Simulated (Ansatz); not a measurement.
# W (Im-3m) in Ansatz: a series of runs

Aim: see how the results for W move with the level of theory and the settings. Levels: PBEsol+D3(BJ), PBE. Tasks: elastic constants, single point, equation of state.

Everything below comes from runs of Ansatz 0.2.0. Logs are shortened: lines on timing, memory, paths and dates and some standing lists are left out, and cuts for length are marked.

### 1 The crystal as given

The structure is cubic, space group Im-3m (No. 229). Conventional cell: a = 3.165 Å, b = 3.165 Å, c = 3.165 Å, α = 90.00°, β = 90.00°, γ = 90.00°. W (site symmetry m-3m) has 8 W at 2.74 Å as nearest neighbours.

### 2 Elastic constants, PBEsol+D3(BJ), collinear spin, random start

input.yaml reads:

```yaml
crystal:
  lattice:
    - [-1.582345, 1.582345, 1.582345]
    - [1.582345, -1.582345, 1.582345]
    - [1.582345, 1.582345, -1.582345]
  atoms:
    - { symbol: W, position: [0.0, 0.0, 0.0], spin: -0.08 }
kpoints:
  mp_grid: { grid: [9, 9, 9] }
scf:
  occupations: { method: fermi_dirac, width: 0.15 }
hamiltonian:
  xc: pbesol
  dispersion: d3bj
  pseudopotentials: { kind: all_electron, lapw: { basis_error: 0.001 } }
magnetization:
  spin_polarized: true
output:
  forces: true
  stress: true
elastic:
  mode: relaxed_ion
  stencil: two_point
```

Potentials or basis: all-electron LAPW, scalar-relativistic.

The run is started by

```console
$ ansatz run input.yaml --threads 1 --pin off --max-ram 2560MiB --backend cpu --events-out ev --progress --plain --runs-dir out
```

Standard output:

```text
Warning: RAYON_NUM_THREADS=1 ignored (pool sized by the plan → 1); use --threads N
LAPW: plane waves up to 9.023 Å⁻¹, error target 1.0e-3 eV per atom; small_component_spin mean_spin; W in spheres of 1.329 Å, 44 of its electrons in bands, Dirac shells [] (how accurate: hamiltonian.pseudopotentials.lapw.basis_error, Limitations)
band count auto-derived: 28 (N_el = 44.0; filled up to band 22; 27 by the electrons, moments and atoms)
Engine: ansatz 0.2.0, x86_64-unknown-linux-gnu
Pseudopotentials: kind: all_electron
Pseudopotential: W, LAPW, valence charge 44, lapw/all_electron/scalar/gaussian/W, Koelling and Harmon's equation, gaussian nucleus
Functional definition: PBEsol
  exchange = pbesol_x
  correlation = pbesol_c
Crystal: 1 atoms, lattice volume = 15.848 Å³
Basis set: ecut = 310.16858796814614 eV, 201 PW (Γ), exchange–correlation at level 2
Bands: 27, of which v1, the nominal top of the filled ones, is band 22 counted from 1 (21 counted from 0)
Symmetry: 48 space group operations
Space group: Im-3m (ITA 229), of the structure as read, at distance tolerance 2.5e-5 Å
Magnetic group: BNS 229.140 (UNI 1642), of the structure as read, at distance tolerance 2.5e-5 Å
k-points: 35 of 729
Non-local potential: W, projectors of the file, none
Initial density: superposition of atomic densities (chi_scale 0.1, normalization cell)
Starting moments: Σ|m| = 0.08 μB on 1 of 1 site
Initial wavefunctions: plane waves of lowest kinetic energy (no species holds an atomic orbital)
Functional: x = pbesol(κ = 0.804, μ = 0.12345679012345678), c = pbesol(β = 0.046)
SCF 1 converged in 9 iterations: F = -439074.763545 eV  dr2 = 4.99e-10
Bands: 28, of which v1, the nominal top of the filled ones, is band 22 counted from 1 (21 counted from 0)
Initial density: read from a saved state, or passed on in memory by an earlier SCF of this step, an earlier step, the calling program or the single point that the run made first
Stability of the state it starts from, as read at its close in the collinear treatment: not read negative (Ritz values of 1 − χ₀K, real part plus size of imaginary part, from 0.95 to 0.98, by its mixing steps under the symmetry group of the SCF that read it); its run was given moments
iter 1 solved again at ethr=1.99e-9 eV; its pass at ethr=1.00e-1 eV (dr2=8.76e-7 eV) is discarded
SCF iter   1: F=—  HF=-439074.763545 eV  |F-HF|=—  |Δ(HF+E_count)|=         —  Δρ=1.02e-6 (↑1.02e-6 ↓1.02e-6)  dr2=3.99e-10  dr2_m=0.00e0  M=0.000 μB ∫|m|=0.000 μB  β_m=0.30  ethr=1.99e-9  ⟨swp⟩=6.5  Hψ=8746  notcnv=0
the basis was enlarged: its passes take 1.2 MiB over the memory plan, 2 of 2 planned eigensolver slots
preconditioner: auto → Kerker (q_TF=auto, 3.234 Å⁻¹)  [metal: Δε(μ)=0.313 eV  Ē_g=33.903 eV  σ=0.150 eV  W_gap=0.46  n_scr=12 (ndim 8)  ℏωp=47.6 eV  f_vac=0.000  D(μ)=0.51/eV (n_scr^D=0)]
spin=Collinear: Kerker preconditioning applied to the charge; magnetization (m = ρ↑ − ρ↓) channel mixes plain (no charge-response kernel on spin).
SCF iter   2: F=—  HF=-439074.763545 eV  |F-HF|=—  |Δ(HF+E_count)|=   2.50e-9  Δρ=8.36e-7 (↑8.36e-7 ↓8.36e-7)  dr2=2.80e-10  dr2_m=0.00e0  M=0.000 μB ∫|m|=0.000 μB  β_m=0.62  ethr=7.94e-12 (applied; sched 1.00e-12)  ⟨swp⟩=3.0  Hψ=3137  notcnv=0
SCF iter   3: F=—  HF=-439074.763545 eV  |F-HF|=—  |Δ(HF+E_count)|=  9.90e-10  Δρ=3.14e-7 (↑3.14e-7 ↓3.14e-7)  dr2=4.57e-11  dr2_m=0.00e0  M=0.000 μB ∫|m|=0.000 μB  β_m=0.55  ethr=7.08e-12 (applied; sched 1.00e-12)  ⟨swp⟩=2.0  Hψ=2820  notcnv=0
SCF iter   4: F=—  HF=-439074.763545 eV  |F-HF|=—  |Δ(HF+E_count)|=  6.40e-10  Δρ=1.31e-7 (↑1.31e-7 ↓1.31e-7)  dr2=1.01e-11  dr2_m=0.00e0  M=0.000 μB ∫|m|=0.000 μB  β_m=0.78  ethr=7.08e-12 (applied; sched 1.00e-12)  ⟨swp⟩=2.0  Hψ=2820  notcnv=0
SCF iter   5: F=—  HF=-439074.763545 eV  |F-HF|=—  |Δ(HF+E_count)|=  6.40e-10  Δρ=3.27e-8 (↑3.27e-8 ↓3.27e-8)  dr2=7.05e-13  dr2_m=0.00e0  M=0.000 μB ∫|m|=0.000 μB  β_m=0.82  ethr=7.08e-12 (applied; sched 1.00e-12)  ⟨swp⟩=2.0  Hψ=2820  notcnv=0
SCF iter   6: F=—  HF=-439074.763545 eV  |F-HF|=—  |Δ(HF+E_count)|=  1.16e-10  Δρ=1.86e-8 (↑1.86e-8 ↓1.86e-8)  dr2=1.88e-13  dr2_m=0.00e0  M=0.000 μB ∫|m|=0.000 μB  β_m=0.91  ethr=7.08e-12 (applied; sched 1.00e-12)  ⟨swp⟩=2.0  Hψ=2820  notcnv=0
SCF iter   7: F=-439074.763545 eV  HF=-439074.763545 eV  |F-HF|=2.33e-10  |Δ(HF+E_count)|=    0.00e0  Δρ=4.68e-9 (↑4.68e-9 ↓4.68e-9)  dr2=1.23e-14  dr2_m=0.00e0  M=0.000 μB ∫|m|=0.000 μB  ethr=7.08e-12 (applied; sched 1.00e-12)  ⟨swp⟩=2.0  Hψ=2820  notcnv=0
SCF 2 converged in 7 iterations: F = -439074.763545 eV  dr2 = 1.23e-14
[... 63 lines left out ...]
SCF iter   6: F=—  HF=-439074.763519 eV  |F-HF|=—  |Δ(HF+E_count)|=   7.33e-9  Δρ=7.70e-7 (↑7.70e-7 ↓7.70e-7)  dr2=1.63e-10  dr2_m=0.00e0  M=0.000 μB ∫|m|=0.000 μB  β_m=0.78  ethr=7.08e-12 (applied; sched 1.46e-12)  ⟨swp⟩=2.0  Hψ=10071  notcnv=0
SCF iter   7: F=—  HF=-439074.763519 eV  |F-HF|=—  |Δ(HF+E_count)|=  4.66e-10  Δρ=1.62e-7 (↑1.62e-7 ↓1.62e-7)  dr2=7.61e-12  dr2_m=0.00e0  M=0.000 μB ∫|m|=0.000 μB  β_m=0.81  ethr=7.08e-12 (applied; sched 1.00e-12)  ⟨swp⟩=2.0  Hψ=10071  notcnv=0
SCF iter   8: F=—  HF=-439074.763519 eV  |F-HF|=—  |Δ(HF+E_count)|=  5.82e-11  Δρ=1.96e-8 (↑1.96e-8 ↓1.96e-8)  dr2=9.90e-14  dr2_m=0.00e0  M=0.000 μB ∫|m|=0.000 μB  β_m=0.79  ethr=7.08e-12 (applied; sched 1.00e-12)  ⟨swp⟩=2.0  Hψ=10071  notcnv=0
SCF iter   9: F=-439074.763519 eV  HF=-439074.763519 eV  |F-HF|=2.33e-10  |Δ(HF+E_count)|=  5.82e-10  Δρ=6.28e-9 (↑6.28e-9 ↓6.28e-9)  dr2=5.28e-15  dr2_m=0.00e0  M=0.000 μB ∫|m|=0.000 μB  ethr=7.08e-12 (applied; sched 1.00e-12)  ⟨swp⟩=2.0  Hψ=10071  notcnv=0
SCF 6 converged in 9 iterations: F = -439074.763519 eV  dr2 = 5.28e-15
SCF converged after 7 iterations
Magnetization: 0.0000 μB (22.0000 up, 22.0000 down)
Absolute magnetization: 0.0000 μB (∫|ρ↑−ρ↓|)
Spin contamination: 0.0000 ħ² per cell (⟨S²⟩ above its minimum at these occupations)
Per-site moments (μB) at R_I (Å): [(0.0, 1.3292404187175197)]
Free energy (F): -439074.763545 eV
Harris-Foulkes:  -439074.763545 eV  (|F-HF|=2.33e-10)
Internal energy: -439074.727919 eV  (E = F + TS)
E sigma→0 (E₀):  -439074.745732 eV
Entropy (-TS):   -0.035626 eV (-35.626 meV/atom)
Fermi energy:    28.986494 eV
--- Per-component energies (eV) ---
  E_band       = -4351.293024
  E_kinetic    = 491695.873519
  E_xc         = -8703.904845
  E_electrostatic = -922065.952563  (all electrons and nuclei)
  E_disp       = -0.744030  (pairwise vdW)
  E_smearing   = -0.035626  (= −TS)
  E_closure    = 0.000000  (closes the sum)
  E_atoms      = -439061.712185  (free atoms, spherical and without spin; not in F)
  Σ components = -439074.763545   (vs F -439074.763545, Δ=0.00e0)
  Basis errors (estimates in eV, not in F): energy 2.8e-4 per atom: plane waves 2.5e-4 (1.3e-4 summed), levels above the bands 5.5e-55, relativity 5.1e-8, radial functions 3.7e-5, core shells 6.7e-8; eigenvalues (radial functions only) 3.2e-6; not estimated: angular momenta, meshes, grids; target (lapw.basis_error) 1.0e-3; muffin-tin radii W 1.329 Å
--- Forces (eV/Å), atoms counted from 1 ---
  atom   1  W     -0.00000000     0.00000000    -0.00000000
  max |Σ_I F_I| component: 4.77e-31 eV/Å
--- Stress (GPa, compression-positive) ---
      -10.999206      -0.000000       0.000000
       -0.000000     -10.999206       0.000000
        0.000000       0.000000     -10.999206
  P = ⅓ Tr σ = -10.9992 GPa (-109.992 kbar)
--- Band table (eV; the first three rows and the last of 70) ---
  k-point 0 ↑: bands = ["-388.5787", "-388.5787", "-388.5787", "-203.8900", "-203.8900", "-203.8494", "-203.8494", "-203.8494", "-45.0867", "-8.6816", "-8.6816", "-8.6816", "0.7513", "0.7513", "0.7513", "0.7712", "0.7712", "0.7712", "0.8479", "19.3488", "27.7510", "27.7510", "27.7510", "31.2216", "31.2216", "43.4970", "43.4970", "43.4970"]
  k-point 1 ↑: bands = ["-388.5787", "-388.5787", "-388.5787", "-203.8900", "-203.8900", "-203.8494", "-203.8494", "-203.8494", "-45.0710", "-8.8447", "-8.7326", "-8.6825", "0.7528", "0.7549", "0.7555", "0.7673", "0.7697", "0.7703", "0.8426", "19.9336", "27.4077", "27.6458", "28.3277", "30.7584", "31.2348", "43.9478", "44.4822", "44.8145"]
  k-point 2 ↑: bands = ["-388.5787", "-388.5787", "-388.5787", "-203.8900", "-203.8900", "-203.8494", "-203.8494", "-203.8494", "-45.0310", "-9.2432", "-8.8598", "-8.6847", "0.7546", "0.7562", "0.7641", "0.7652", "0.7681", "0.7702", "0.8310", "21.3846", "26.6427", "27.2072", "29.9771", "30.5275", "31.3581", "44.0612", "45.9612", "47.1449"]
  k-point 34 ↓: bands = ["-388.5787", "-388.5787", "-388.5787", "-203.8900", "-203.8900", "-203.8494", "-203.8494", "-203.8494", "-44.8567", "-9.5912", "-9.5627", "-9.5627", "0.7454", "0.7469", "0.7469", "0.7649", "0.7986", "0.7993", "0.7993", "23.2963", "23.3781", "33.0088", "33.0088", "33.8693", "36.2895", "38.7243", "38.7243", "46.0263"]
--- Elastic constants: 2 strain directions × 2 members + reference (group order 48) ---
  dense FFT box of the reference and of every strained cell: 16×16×16
  strains applied: 11, 23; error gains: componentwise 1.00 (the most a stress slope's error grows in a printed constant), spectral 1.73 (1 for all six strains in a standard setting)
  pairwise dispersion correction: d3bj (s6 = 1.0, s8 = 2.9491, a1 = 0.4466, a2_bohr = 6.1742), with the weights of each atom's references fixed at the reference crystal's, and the forces and stress that the weights' published response gives there kept as a pressure on the atom's counted neighbours (hamiltonian.dispersion)
  C = ∂σ_k/∂η_j (tension-positive GPa; Voigt order 11 22 33 23 13 12):
       513.292    179.691    179.691      0.000     -0.000     -0.000
       179.691    513.292    179.691      0.000      0.000     -0.000
       179.691    179.691    513.292      0.000     -0.000      0.000
         0.000      0.000      0.000    139.001      0.000      0.000
        -0.000     -0.000      0.000     -0.000    139.001     -0.000
        -0.000      0.000     -0.000     -0.000     -0.000    139.001
  reference stress σ⁰ (GPa):     10.999     10.999     10.999     -0.000      0.000      0.000
  no Pulay correction (none for the plane-wave cutoff is built on LAPW): the batch's stresses and constants are at fixed plane waves
  C* (energy form; C + prestress term) asymmetry max|C*_kj − C*_jk| = 5.684e-14 GPa — a small one proves nothing (zero by symmetry where the batch's group is 432, −43m or m−3m); a large one is finite-difference/SCF noise where every solve meets its electron count
  moduli (Voigt/Reuss/Hill, GPa): K = 290.89/290.89/290.89   G = 150.12/148.93/149.52   E = 382.96   ν = 0.281
  mechanically stable: yes (min eigenvalue of sym C = 139.00 GPa)
  where every solve meets its electron count the energy-path curvature estimates C_jj along a normal strain and C_jj − ¼(σ⁰_aa + σ⁰_bb) along a shear (ab), closely only under elastic.basis: deformed
  strain η (Voigt 11):  stress-route row diagonal C_11 = 513.29 GPa, energy-path curvature d²(F+E_count)/dδ²/Ω₀ = 513.29 GPa
         δ    σ_11 (GPa)             F (eV)   n_scf  n_hpsi   n_pw
    -2.000e-3       9.9656     -439074.7656191      10   77116    206   relax 0 steps, max|allowed force component| 0.00e0 eV/Å
     2.000e-3      12.0188     -439074.7612682      10   77330    206   relax 0 steps, max|allowed force component| 0.00e0 eV/Å
  strain η (Voigt 23):  stress-route row diagonal C_44 = 139.00 GPa, energy-path curvature d²(F+E_count)/dδ²/Ω₀ = 133.51 GPa
         δ    σ_23 (GPa)             F (eV)   n_scf  n_hpsi   n_pw
    -2.000e-3      -0.2780     -439074.7635188       9  117191    206   relax 0 steps, max|allowed force component| 0.00e0 eV/Å
     2.000e-3       0.2780     -439074.7635188       9  117159    206   relax 0 steps, max|allowed force component| 0.00e0 eV/Å
```

Wall time 48 s (1 thread of Intel Xeon 6975P-C (Granite Rapids), shared host); peak memory 0.55 GiB.

Results:

* Free energy: -439074.7635 eV
* Pressure: -11.0 GPa
* Band gap on the k mesh: none (metal or under the smearing width)
* Net moment: 0.00 μB per cell
* Absolute moment: 0.00 μB per cell
* Elastic constants C11, C12, C44: 513, 180, 139 GPa
* Voigt bulk modulus: 291 GPa

Levels at points of the mesh, in eV from the Fermi level:
Spin up:
```
           k point  band 18  band 19  band 20  band 21  band 22  band 23  band 24  band 25  band 26  band 27
(0.00, 0.00, 0.00)   -28.22   -28.14    -9.64    -1.24    -1.24    -1.24     2.24     2.24    14.51    14.51
```
Spin down:
```tsv
k point	band 20	band 21	band 22	band 23	band 24	band 25
(0.00, 0.00, 0.00)	-9.64	-1.24	-1.24	-1.24	2.24	2.24
```

Elastic tensor in Voigt notation (GPa, in the Cartesian axes of the cell as first typed):
```
513 180 180   0   0   0
180 513 180   0   0   0
180 180 513   0   0   0
  0   0   0 139   0   0
  0   0   0   0 139   0
  0   0   0   0   0 139
```

Caveat: the cell is more than 3 GPa from zero pressure, which shifts response properties; the program listed the state as in doubt; the k mesh is thin for a metal, which can move the energy by tens of meV per atom; elastic constants of metals need much finer meshes, so these are rough; pairwise dispersion overbinds metals, which lowers pressure and volume.

(Continued in part 2 of 2.)
